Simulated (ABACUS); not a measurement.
Wanted: an ASE script for an ABACUS 3.10.1 run.

- Task: single point
- Functional: PBE
- Potentials or basis: PseudoDojo NC SR 0.4.1 PBE standard
- Cutoff: 1361 eV
- Density cutoff: 5442 eV
- Basis: TZDP LCAO (the cutoffs set its grid)
- k mesh: 6 × 6 × 6
- Occupations: fermi-dirac, width 0.05 eV
- Spin: no spin polarisation
- Radial cutoff of the potentials (pseudo_rcut): 7 bohr
- Orbital files: Ba Ba_confined-atom_9au_4s3p3d1f.orb, F F_confined-atom_6au_3s3p2d1f.orb
- SCF threshold on the density: 1e-07
- Max SCF steps: 100
- Eigensolver: genelpa
- Mixing: broyden
- Mixing share: 0.7
- Symmetry key: 1
- Bands: 22

The structure of BaF2 (Frankdicksonite) lies in BaF2.cif:

```cif
data_BaF2
_cell_length_a 6.20010000
_cell_length_b 6.20010000
_cell_length_c 6.20010000
_cell_angle_alpha 90.00000000
_cell_angle_beta 90.00000000
_cell_angle_gamma 90.00000000
_space_group_name_H-M_alt 'Fm-3m'
_space_group_name_Hall '-F 4 2 3'
_space_group_IT_number 225
loop_
_space_group_symop_operation_xyz
'x,y,z'
'-x,-y,-z'
'-y,x,z'
'y,-x,-z'
'-x,-y,z'
'x,y,-z'
'y,-x,z'
'-y,x,-z'
'x,-y,-z'
'-x,y,z'
'-y,-x,-z'
'y,x,z'
'-x,y,-z'
'x,-y,z'
'y,x,-z'
'-y,-x,z'
'z,x,y'
'-z,-x,-y'
'z,-y,x'
'-z,y,-x'
'z,-x,-y'
'-z,x,y'
'z,y,-x'
'-z,-y,x'
'-z,x,-y'
'z,-x,y'
'-z,-y,-x'
'z,y,x'
'-z,-x,y'
'z,x,-y'
'-z,y,x'
'z,-y,-x'
'y,z,x'
'-y,-z,-x'
'x,z,-y'
'-x,-z,y'
'-y,z,-x'
'y,-z,x'
'-x,z,y'
'x,-z,-y'
'-y,-z,x'
'y,z,-x'
'-x,-z,-y'
'x,z,y'
'y,-z,-x'
'-y,z,x'
'x,-z,y'
'-x,z,-y'
'x,y+1/2,z+1/2'
'-x,-y+1/2,-z+1/2'
'-y,x+1/2,z+1/2'
'y,-x+1/2,-z+1/2'
'-x,-y+1/2,z+1/2'
'x,y+1/2,-z+1/2'
'y,-x+1/2,z+1/2'
'-y,x+1/2,-z+1/2'
'x,-y+1/2,-z+1/2'
'-x,y+1/2,z+1/2'
'-y,-x+1/2,-z+1/2'
'y,x+1/2,z+1/2'
'-x,y+1/2,-z+1/2'
'x,-y+1/2,z+1/2'
'y,x+1/2,-z+1/2'
'-y,-x+1/2,z+1/2'
'z,x+1/2,y+1/2'
'-z,-x+1/2,-y+1/2'
'z,-y+1/2,x+1/2'
'-z,y+1/2,-x+1/2'
'z,-x+1/2,-y+1/2'
'-z,x+1/2,y+1/2'
'z,y+1/2,-x+1/2'
'-z,-y+1/2,x+1/2'
'-z,x+1/2,-y+1/2'
'z,-x+1/2,y+1/2'
'-z,-y+1/2,-x+1/2'
'z,y+1/2,x+1/2'
'-z,-x+1/2,y+1/2'
'z,x+1/2,-y+1/2'
'-z,y+1/2,x+1/2'
'z,-y+1/2,-x+1/2'
'y,z+1/2,x+1/2'
'-y,-z+1/2,-x+1/2'
'x,z+1/2,-y+1/2'
'-x,-z+1/2,y+1/2'
'-y,z+1/2,-x+1/2'
'y,-z+1/2,x+1/2'
'-x,z+1/2,y+1/2'
'x,-z+1/2,-y+1/2'
'-y,-z+1/2,x+1/2'
'y,z+1/2,-x+1/2'
'-x,-z+1/2,-y+1/2'
'x,z+1/2,y+1/2'
'y,-z+1/2,-x+1/2'
'-y,z+1/2,x+1/2'
'x,-z+1/2,y+1/2'
'-x,z+1/2,-y+1/2'
'x+1/2,y,z+1/2'
'-x+1/2,-y,-z+1/2'
'-y+1/2,x,z+1/2'
'y+1/2,-x,-z+1/2'
'-x+1/2,-y,z+1/2'
'x+1/2,y,-z+1/2'
'y+1/2,-x,z+1/2'
'-y+1/2,x,-z+1/2'
'x+1/2,-y,-z+1/2'
'-x+1/2,y,z+1/2'
'-y+1/2,-x,-z+1/2'
'y+1/2,x,z+1/2'
'-x+1/2,y,-z+1/2'
'x+1/2,-y,z+1/2'
'y+1/2,x,-z+1/2'
'-y+1/2,-x,z+1/2'
'z+1/2,x,y+1/2'
'-z+1/2,-x,-y+1/2'
'z+1/2,-y,x+1/2'
'-z+1/2,y,-x+1/2'
'z+1/2,-x,-y+1/2'
'-z+1/2,x,y+1/2'
'z+1/2,y,-x+1/2'
'-z+1/2,-y,x+1/2'
'-z+1/2,x,-y+1/2'
'z+1/2,-x,y+1/2'
'-z+1/2,-y,-x+1/2'
'z+1/2,y,x+1/2'
'-z+1/2,-x,y+1/2'
'z+1/2,x,-y+1/2'
'-z+1/2,y,x+1/2'
'z+1/2,-y,-x+1/2'
'y+1/2,z,x+1/2'
'-y+1/2,-z,-x+1/2'
'x+1/2,z,-y+1/2'
'-x+1/2,-z,y+1/2'
'-y+1/2,z,-x+1/2'
'y+1/2,-z,x+1/2'
'-x+1/2,z,y+1/2'
'x+1/2,-z,-y+1/2'
'-y+1/2,-z,x+1/2'
'y+1/2,z,-x+1/2'
'-x+1/2,-z,-y+1/2'
'x+1/2,z,y+1/2'
'y+1/2,-z,-x+1/2'
'-y+1/2,z,x+1/2'
'x+1/2,-z,y+1/2'
'-x+1/2,z,-y+1/2'
'x+1/2,y+1/2,z'
'-x+1/2,-y+1/2,-z'
'-y+1/2,x+1/2,z'
'y+1/2,-x+1/2,-z'
'-x+1/2,-y+1/2,z'
'x+1/2,y+1/2,-z'
'y+1/2,-x+1/2,z'
'-y+1/2,x+1/2,-z'
'x+1/2,-y+1/2,-z'
'-x+1/2,y+1/2,z'
'-y+1/2,-x+1/2,-z'
'y+1/2,x+1/2,z'
'-x+1/2,y+1/2,-z'
'x+1/2,-y+1/2,z'
'y+1/2,x+1/2,-z'
'-y+1/2,-x+1/2,z'
'z+1/2,x+1/2,y'
'-z+1/2,-x+1/2,-y'
'z+1/2,-y+1/2,x'
'-z+1/2,y+1/2,-x'
'z+1/2,-x+1/2,-y'
'-z+1/2,x+1/2,y'
'z+1/2,y+1/2,-x'
'-z+1/2,-y+1/2,x'
'-z+1/2,x+1/2,-y'
'z+1/2,-x+1/2,y'
'-z+1/2,-y+1/2,-x'
'z+1/2,y+1/2,x'
'-z+1/2,-x+1/2,y'
'z+1/2,x+1/2,-y'
'-z+1/2,y+1/2,x'
'z+1/2,-y+1/2,-x'
'y+1/2,z+1/2,x'
'-y+1/2,-z+1/2,-x'
'x+1/2,z+1/2,-y'
'-x+1/2,-z+1/2,y'
'-y+1/2,z+1/2,-x'
'y+1/2,-z+1/2,x'
'-x+1/2,z+1/2,y'
'x+1/2,-z+1/2,-y'
'-y+1/2,-z+1/2,x'
'y+1/2,z+1/2,-x'
'-x+1/2,-z+1/2,-y'
'x+1/2,z+1/2,y'
'y+1/2,-z+1/2,-x'
'-y+1/2,z+1/2,x'
'x+1/2,-z+1/2,y'
'-x+1/2,z+1/2,-y'
loop_
_atom_site_label
_atom_site_type_symbol
_atom_site_symmetry_multiplicity
_atom_site_Wyckoff_symbol
_atom_site_fract_x
_atom_site_fract_y
_atom_site_fract_z
_atom_site_occupancy
Ba1 Ba 4 a 0.0000000000 0.0000000000 0.0000000000 1
F1 F 8 c 0.2500000000 0.2500000000 0.7500000000 1
```

One way to write it, as run:

run_abacus.py

```python
"""ABACUS run from a structure file: ASE reads it, the script writes STRU, KPT and INPUT."""
import re
import subprocess
import spglib
from ase import Atoms
from ase.io import read
from ase.units import Bohr

atoms = read("BaF2.cif")
cell, frac, numbers = spglib.standardize_cell((atoms.cell[:], atoms.get_scaled_positions(), atoms.numbers), to_primitive=True, symprec=1e-4)
atoms = Atoms(numbers=numbers, cell=cell, scaled_positions=frac, pbc=True)  # the primitive cell
atoms = atoms[(-atoms.numbers).argsort(kind="stable")]  # ABACUS lists atoms element by element
pseudo = {'Ba': 'Ba.upf', 'F': 'F.upf'}
orbital = {'Ba': 'Ba_confined-atom_9au_4s3p3d1f.orb', 'F': 'F_confined-atom_6au_3s3p2d1f.orb'}
magmoms = None
kmesh = [6, 6, 6]
params = {
    'suffix': 'BaF2',
    'calculation': 'scf',
    'basis_type': 'lcao',
    'pseudo_dir': './',
    'orbital_dir': './',
    'symmetry': 1,
    'dft_functional': 'pbe',
    'ecutwfc': 100,
    'pseudo_rcut': 7,
    'nspin': 1,
    'nbands': 22,
    'ks_solver': 'genelpa',
    'smearing_method': 'fd',
    'smearing_sigma': 0.00367493,
    'scf_thr': 1e-07,
    'scf_nmax': 100,
    'mixing_type': 'broyden',
    'mixing_beta': 0.7,
    'cal_force': 1,
    'cal_stress': 1,
    'out_mul': 1,
    'out_chg': 1,
    'out_pot': 2,
    'out_elf': 1,
}

symbols = atoms.get_chemical_symbols()
elements = list(dict.fromkeys(symbols))
lines = ["ATOMIC_SPECIES"] + [f"{e} {atoms.get_masses()[symbols.index(e)]:.4f} {pseudo[e]}" for e in elements]
if orbital:
    lines += ["", "NUMERICAL_ORBITAL"] + [orbital[e] for e in elements]
lines += ["", "LATTICE_CONSTANT", f"{1 / Bohr:.10f}", "", "LATTICE_VECTORS"]
lines += [" ".join(f"{x:.10f}" for x in v) for v in atoms.cell]
lines += ["", "ATOMIC_POSITIONS", "Direct"]
for e in elements:
    lines += ["", e, "0.0", str(symbols.count(e))]
    for i, p in enumerate(atoms.get_scaled_positions(wrap=False)):
        if symbols[i] == e:
            mag = "" if magmoms is None else " mag " + " ".join(str(x) for x in (magmoms[i] if isinstance(magmoms[i], list) else [magmoms[i]]))
            lines.append(" ".join(f"{x:.10f}" for x in p) + " 1 1 1" + mag)
open("STRU", "w").write("\n".join(lines) + "\n")
open("KPT", "w").write("K_POINTS\n0\nGamma\n%d %d %d 0 0 0\n" % tuple(kmesh))
open("INPUT", "w").write("INPUT_PARAMETERS\n" + "".join(f"{k:<20s}{v}\n" for k, v in params.items()))

done = subprocess.run(['mpirun', '-np', '4', 'abacus'])
if done.returncode:
    raise SystemExit(done.returncode)
log = open("OUT.BaF2/running_scf.log").read()
print("final energy (eV):", re.findall(r"FINAL_ETOT_IS (\S+)", log))
```

Potentials or basis: PseudoDojo NC SR 0.4.1 PBE standard, TZDP LCAO (the cutoffs set its grid).

The run is started by

```console
$ OMP_NUM_THREADS=1 python run_abacus.py > log
```

Results of the run:

```json
{
  "Pressure": "1.8 GPa",
  "Band gap on the k mesh": "6.84 eV, indirect (least direct gap 6.91 eV)",
  "Mulliken charges": "Ba +1.00; F -0.50 e"
}
```

Caveat: the atomic orbitals were generated for these runs and aren't a published set; Mulliken charges move with the basis; this release of the barium file is off; spin-orbit coupling is left out, which moves the levels of the heavy elements; the basis of atomic orbitals isn't converged, which shifts pressures, moduli and gaps.

Run time: 26 s on 4 MPI ranks on Intel(R) Xeon(R) Platinum 8375C CPU @ 2.90GHz (Ice Lake), with other jobs on the host, peak memory 0.6 GiB a rank.
